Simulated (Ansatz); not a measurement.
Step by step: SnTe, relaxation of cell and atoms

Theory: DFT, PBE, PAW with Ansatz's default frozen-core files, scalar-relativistic (Ansatz 0.2.0).

Command: `ansatz run input.yaml --threads 1 --pin off --max-ram 3072MiB --backend cpu --events-out ev --progress --plain --runs-dir out` The run took about 130 s on 1 thread of a shared machine.

```yaml
crystal:
  lattice:
    - [4.5558582445, 0.0, 0.0]
    - [-2.2779291223, 3.9454889758, 0.0]
    - [0.0, 0.0, 7.4260489385]
  atoms:
    - { symbol: Sn, position: [0.3333333333, 0.6666666667, 0.0] }
    - { symbol: Sn, position: [0.6666666667, 0.3333333333, 0.5] }
    - { symbol: Te, position: [0.3333333333, 0.6666666667, 0.376] }
    - { symbol: Te, position: [0.6666666667, 0.3333333333, 0.876] }
kpoints:
  mp_grid: { grid: [9, 9, 5] }
scf:
  occupations: { method: fermi_dirac, width: 0.05 }
hamiltonian:
  xc: pbe
  pseudopotentials: { kind: paw }
output:
  forces: true
  stress: true
  write_density: true
  write_potential: true
  elf: true
  volumetric_format: npy
relax:
  f_tol: 0.005
  max_steps: 80
  cell: {}
```

No spin–orbit coupling, which matters for the heavy atoms here.

The cell is built from the wurtzite type as a first guess.

The cutoff is 420 eV; energies and pressures of the walk include the program's estimate of the Pulay term.

Each frame lists the cell vectors (Å), then Cartesian positions (Å) and forces (eV/Å). Free energies count from the first step, -26006.7385 eV.

The walk took 17 evaluations in all; steps that aren't listed are left out.

Step 1: E = 0.0 meV, P = 15.86 GPa

```
cell 4.5559 0.0000 0.0000 -2.2779 3.9455 0.0000 0.0000 0.0000 7.4260
Sn    0.0000    2.6303    0.0000     0.000   0.000   0.130
Sn    2.2779    1.3152    3.7130     0.000   0.000   0.130
Te    0.0000    2.6303    2.7922     0.000   0.000  -0.130
Te    2.2779    1.3152    6.5052     0.000   0.000  -0.130
```

Step 2: E = -1370.1 meV, P = 7.00 GPa

```
cell 4.7783 0.0000 0.0000 -2.3891 4.1381 0.0000 0.0000 0.0000 7.7595
Sn    0.0000    2.7587    0.0083     0.000   0.000  -0.034
Sn    2.3891    1.3794    3.8880     0.000   0.000  -0.034
Te    0.0000    2.7587    2.9093     0.000   0.000   0.034
Te    2.3891    1.3794    6.7890     0.000   0.000   0.034
```

Step 3: E = -1893.5 meV, P = 1.95 GPa

```
cell 5.0000 0.0000 0.0000 -2.5000 4.3301 0.0000 0.0000 0.0000 7.9814
Sn    0.0000    2.8868   -0.0076     0.000   0.000  -0.004
Sn    2.5000    1.4434    3.9831     0.000   0.000  -0.004
Te    0.0000    2.8868    3.0086     0.000   0.000   0.004
Te    2.5000    1.4434    6.9993     0.000   0.000   0.004
```

Step 4:

```
cell 5.1404 0.0000 0.0000 -2.5702 4.4517 0.0000 0.0000 0.0000 7.9554
Sn    0.0000    2.9678   -0.0361
Sn    2.5702    1.4839    3.9415
Te    0.0000    2.9678    3.0274
Te    2.5702    1.4839    7.0050
```

Step 5: E = -2026.5 meV, P = -0.44 GPa

```
cell 5.2595 0.0000 0.0000 -2.6298 4.5549 0.0000 0.0000 0.0000 7.6210
Sn    0.0000    3.0366   -0.0892     0.000   0.000   0.008
Sn    2.6298    1.5183    3.7213     0.000   0.000   0.008
Te    0.0000    3.0366    2.9547     0.000   0.000  -0.008
Te    2.6298    1.5183    6.7651     0.000   0.000  -0.008
```

Step 6: E = -2063.1 meV, P = -0.90 GPa

```
cell 5.3281 0.0000 0.0000 -2.6640 4.6142 0.0000 0.0000 0.0000 7.4056
Sn    0.0000    3.0762   -0.1296     0.000   0.000   0.021
Sn    2.6640    1.5381    3.5732     0.000   0.000   0.021
Te    0.0000    3.0762    2.9141     0.000   0.000  -0.021
Te    2.6640    1.5381    6.6169     0.000   0.000  -0.021
```

Step 7: E = -2142.5 meV, P = -0.69 GPa

```
cell 5.3684 0.0000 0.0000 -2.6842 4.6492 0.0000 0.0000 0.0000 7.0440
Sn    0.0000    3.0995   -0.1776     0.000   0.000  -0.069
Sn    2.6842    1.5497    3.3444     0.000   0.000  -0.069
Te    0.0000    3.0995    2.8262     0.000   0.000   0.069
Te    2.6842    1.5497    6.3482     0.000   0.000   0.069
```

Step 8: E = -2203.7 meV, P = -0.11 GPa

```
cell 5.3909 0.0000 0.0000 -2.6954 4.6687 0.0000 0.0000 0.0000 6.6744
Sn    0.0000    3.1124   -0.2273     0.000   0.000  -0.182
Sn    2.6954    1.5562    3.1099     0.000   0.000  -0.182
Te    0.0000    3.1124    2.7368     0.000   0.000   0.182
Te    2.6954    1.5562    6.0741     0.000   0.000   0.182
```

Step 9: E = -2027.2 meV, P = 3.89 GPa, step rejected

```
cell 5.1685 0.0000 0.0000 -2.5843 4.4761 0.0000 0.0000 0.0000 6.5511
Sn    0.0000    2.9840   -0.2638     0.000   0.000  -0.109
Sn    2.5843    1.4920    3.0118     0.000   0.000  -0.109
Te    0.0000    2.9840    2.7270     0.000   0.000   0.109
Te    2.5843    1.4920    6.0025     0.000   0.000   0.109
```

Step 10: E = -2227.7 meV, P = -0.11 GPa

```
cell 5.3951 0.0000 0.0000 -2.6975 4.6723 0.0000 0.0000 0.0000 6.5114
Sn    0.0000    3.1149   -0.3033     0.000   0.000  -0.011
Sn    2.6975    1.5574    2.9524     0.000   0.000  -0.011
Te    0.0000    3.1149    2.7516     0.000   0.000   0.011
Te    2.6975    1.5574    6.0073     0.000   0.000   0.011
```

Step 11: E = -2204.3 meV, P = -0.17 GPa, step rejected

```
cell 5.3482 0.0000 0.0000 -2.6741 4.6317 0.0000 0.0000 0.0000 6.6952
Sn    0.0000    3.0878   -0.3058     0.000   0.000   0.092
Sn    2.6741    1.5439    3.0418     0.000   0.000   0.092
Te    0.0000    3.0878    2.8232     0.000   0.000  -0.092
Te    2.6741    1.5439    6.1708     0.000   0.000  -0.092
```

Step 12: E = -2228.3 meV, P = 0.17 GPa

```
cell 5.3707 0.0000 0.0000 -2.6854 4.6512 0.0000 0.0000 0.0000 6.5388
Sn    0.0000    3.1008   -0.2986     0.000   0.000  -0.009
Sn    2.6854    1.5504    2.9709     0.000   0.000  -0.009
Te    0.0000    3.1008    2.7572     0.000   0.000   0.009
Te    2.6854    1.5504    6.0266     0.000   0.000   0.009
```

Step 13: E = -2228.7 meV, P = 0.00 GPa

```
cell 5.3814 0.0000 0.0000 -2.6907 4.6604 0.0000 0.0000 0.0000 6.5334
Sn    0.0000    3.1070   -0.3032     0.000   0.000   0.000
Sn    2.6907    1.5535    2.9635     0.000   0.000   0.000
Te    0.0000    3.1070    2.7598     0.000   0.000   0.000
Te    2.6907    1.5535    6.0265     0.000   0.000   0.000
```

Step 14: E = -2278.7 meV, P = 0.58 GPa (the cell of the step before, solved again on a basis chosen afresh, hence the jump)

```
cell 5.3814 0.0000 0.0000 -2.6907 4.6604 0.0000 0.0000 0.0000 6.5334
Sn    0.0000    3.1070   -0.3032     0.000   0.000   0.001
Sn    2.6907    1.5535    2.9635     0.000   0.000   0.001
Te    0.0000    3.1070    2.7598     0.000   0.000  -0.001
Te    2.6907    1.5535    6.0265     0.000   0.000  -0.001
```

Step 15: E = -2286.6 meV, P = 0.15 GPa

```
cell 5.4212 0.0000 0.0000 -2.7106 4.6949 0.0000 0.0000 0.0000 6.5300
Sn    0.0000    3.1300   -0.3018     0.000   0.000   0.000
Sn    2.7106    1.5650    2.9632     0.000   0.000   0.000
Te    0.0000    3.1300    2.7571     0.000   0.000   0.000
Te    2.7106    1.5650    6.0221     0.000   0.000   0.000
```

Question: Give the energy and forces of step 4.

Answer: E = -1973.5 meV, P = 0.16 GPa
```
Sn    0.0000    2.9678   -0.0361     0.000   0.000   0.031
Sn    2.5702    1.4839    3.9415     0.000   0.000   0.031
Te    0.0000    2.9678    3.0274     0.000   0.000  -0.031
Te    2.5702    1.4839    7.0050     0.000   0.000  -0.031
```

Question: How does the relaxation end?

Answer: It converges, with a = 5.436 Å, b = 5.436 Å, c = 6.528 Å, α = 90.00°, β = 90.00°, γ = 120.00° (conventional cell, space group P6_3mc). The last solve (on a basis chosen afresh for the final cell, so its energy is not quite comparable) gives E = -2287.5 meV, P = -0.01 GPa:
```
cell 5.4359 0.0000 0.0000 -2.7180 4.7077 0.0000 0.0000 0.0000 6.5282
Sn    0.0000    3.1384   -0.3028     0.000   0.000   0.004
Sn    2.7180    1.5692    2.9613     0.000   0.000   0.004
Te    0.0000    3.1384    2.7574     0.000   0.000  -0.004
Te    2.7180    1.5692    6.0215     0.000   0.000  -0.004
```
